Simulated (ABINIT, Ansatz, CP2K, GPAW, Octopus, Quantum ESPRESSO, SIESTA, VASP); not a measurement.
# PbO: programs and potentials compared

```
Pb O
1.0
     3.99000    0.00000    0.00000
     0.00000    3.99000    0.00000
     0.00000    0.00000    5.01000
Pb O
2 2
Direct
  0.50000 0.00000 0.76000
  0.00000 0.50000 0.24000
  0.50000 0.50000 0.00000
  0.00000 0.00000 0.00000
```

Alike in all runs: task single point; functional PBEsol; k mesh 7 × 7 × 6; occupations fermi-dirac, width 0.05 eV; no spin polarisation; no spin-orbit coupling. Pressure is positive in compression and, in plane waves, holds the error of the finite cutoff, which Ansatz's Pulay term estimates and takes out.

| program and potentials | plane-wave cutoff (eV) | notes | pressure (GPa) | largest force (eV/Å) |
| --- | --- | --- | --- | --- |
| Ansatz, Ansatz PAW | 420 | potentials made for PBE, which Ansatz adapts in part; 10 valence electrons an atom on average; Pulay term of +0.33 GPa included | -0.90 | 0.329 |
| Octopus, pseudodojo_pbesol (PseudoDojo 0.4, PBEsol) | - | 10 valence electrons an atom on average | - | 0.251 |
| GPAW, PAW data sets generated for this functional | 800 | 10 valence electrons an atom on average | -1.60 | 0.395 |
| VASP, PBE PAW files O, Pb_d, 520 eV | 520 | potentials made for PBE; 10 valence electrons an atom on average | -0.84 | 0.288 |
| Ansatz, all-electron LAPW, scalar-relativistic | - | - | -0.88 | 0.326 |
| SIESTA, files PseudoDojo sr-pbesol-0.4.1-standard, DZP (energy shift 0.003 Ry; two zetas on semicore shells) | - | atomic basis; 10 valence electrons an atom on average | 1.89 | 0.139 |
| ABINIT, PseudoDojo NC SR PBEsol v0.4.1 standard | 1143 | 10 valence electrons an atom on average | -0.35 | 0.244 |
| CP2K, POTENTIAL_UZH Pb GTH-PBE-q4, O GTH-PBE-q6; TZVP-MOLOPT-PBE-GTH basis | - | atomic basis; potentials made for PBE; 5 valence electrons an atom on average | 3.50 | 0.257 |
| Quantum ESPRESSO, GBRV 1.5 PBEsol | 612 | 10 valence electrons an atom on average | -1.23 | 0.364 |

Force on atom 1 (Pb), eV/Å:

```csv
program and potentials,x,y,z
"Ansatz, Ansatz PAW",0.000,0.000,0.329
"Octopus, pseudodojo_pbesol (PseudoDojo 0.4, PBEsol)",0.000,0.000,0.251
"GPAW, PAW data sets generated for this functional",0.000,0.000,0.395
"VASP, PBE PAW files O, Pb_d, 520 eV",0.000,0.000,0.288
"Ansatz, all-electron LAPW, scalar-relativistic",0.000,0.000,0.326
"SIESTA, files PseudoDojo sr-pbesol-0.4.1-standard, DZP (energy shift 0.003 Ry; two zetas on semicore shells)",0.000,0.000,-0.139
"ABINIT, PseudoDojo NC SR PBEsol v0.4.1 standard",0.000,0.000,0.244
"CP2K, POTENTIAL_UZH Pb GTH-PBE-q4, O GTH-PBE-q6; TZVP-MOLOPT-PBE-GTH basis",0.000,0.000,-0.257
"Quantum ESPRESSO, GBRV 1.5 PBEsol",0.000,0.000,0.364
```

The pressure spans -1.60 (GPAW, PAW data sets generated for this functional) to 3.50 GPa (CP2K, POTENTIAL_UZH Pb GTH-PBE-q4, O GTH-PBE-q6; TZVP-MOLOPT-PBE-GTH basis), with all-electron results at -0.88. Rows in atomic bases carry the error of their basis and grid, which can be large.

Differences between rows come from potentials, basis sets and numerical settings, since the functional is the same but for its coding. Runs on potential files found faulty are left out.
